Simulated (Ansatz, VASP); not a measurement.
**GaN in VASP and in Ansatz**

```
Ga N
1.0
     3.27806    0.00000    0.00000
    -1.63903    2.83888    0.00000
     0.00000    0.00000    5.34099
Ga N
2 2
Cartesian
  0.0000 1.8926 5.3367
  1.6390 0.9463 2.6662
  0.0000 1.8926 2.0072
  1.6390 0.9463 4.6777
```

Change from the starting cell: strain +0.030 along x and y, +0.030 along z, atoms carried along.

Alike in both runs: task single point; functional PBEsol; k mesh 12 × 12 × 6; occupations gaussian, width 0.05 eV; no spin polarisation.

|  | VASP | Ansatz |
| --- | --- | --- |
| version | VASP 6.6.1 | Ansatz 0.2.0 |
| potentials or method | VASP PAW PBE potentials, release 64 (Ga_d, N) | scalar-relativistic, plane waves, PAW |
| plane-wave cutoff (eV) | 520 | 420 |
| valence electrons in the cell | 36 | 36 |

```tsv
	VASP	Ansatz	Ansatz less VASP
gap on the k mesh at the Fermi level (eV)	1.31	1.29	-0.013
least direct gap on the mesh (eV)	1.31	1.29	-0.013
pressure (GPa)	-13.8	-13.7	+0.10
largest component of the traceless stress (GPa)	0.08	0.06	-0.016
rms of the force components (eV/Å)	0.008	0.008	0.0000
```

Atom by atom the forces differ by 0.000 eV/Å (rms over components).

Caveats: the PAW data sets were made with another functional, which shifts forces and pressure a little (VASP).
